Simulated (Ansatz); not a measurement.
Wanted: the native input for an Ansatz 0.2.0 run.

```
Task                : single point
Functional          : PBE
Potentials or basis : all-electron LAPW, scalar-relativistic
Cutoff              : 246 eV (chosen from the basis error)
Basis error allowed : 0.001 eV/atom
k mesh              : 8 × 8 × 8
Occupations         : gaussian, width 0.022 eV
Spin                : no spin polarisation
```

Crystal: CdS (Hawleyite).

```xyz
2
Lattice="0.0000 2.9165 2.9165 2.9165 0.0000 2.9165 2.9165 2.9165 0.0000" Properties=species:S:1:pos:R:3 pbc="T T T"
Cd    0.0000    0.0000    0.0000
S     4.3748    4.3748    4.3748
```

These files were run (other wordings do the same):

input.yaml

```yaml
crystal:
  lattice:
    - [0.0, 2.9165, 2.9165]
    - [2.9165, 0.0, 2.9165]
    - [2.9165, 2.9165, 0.0]
  atoms:
    - { symbol: Cd, position: [0.0, 0.0, 0.0] }
    - { symbol: S, position: [0.75, 0.75, 0.75] }
kpoints:
  mp_grid: { grid: [8, 8, 8] }
scf:
  occupations: { method: gaussian, width: 0.022 }
hamiltonian:
  xc: pbe
  pseudopotentials: { kind: all_electron, lapw: { basis_error: 0.001 } }
output:
  forces: true
  stress: true
  eigenvalues: true
```

Potentials or basis: all-electron LAPW, scalar-relativistic.

Run with:

```sh
$ ansatz run input.yaml --threads 1 --pin off --max-ram 3072MiB --backend cpu --events-out ev --progress --plain --runs-dir out
```

Results of the run:

| Quantity | Value |
| --- | --- |
| Pressure | 2.9 GPa |
| Band gap on the k mesh | 1.15 eV, direct |

It took 21 s on 1 thread of Intel(R) Xeon(R) Processor @ 2.50GHz (Skylake/Cascade Lake) (shared host), peak memory 0.3 GiB.
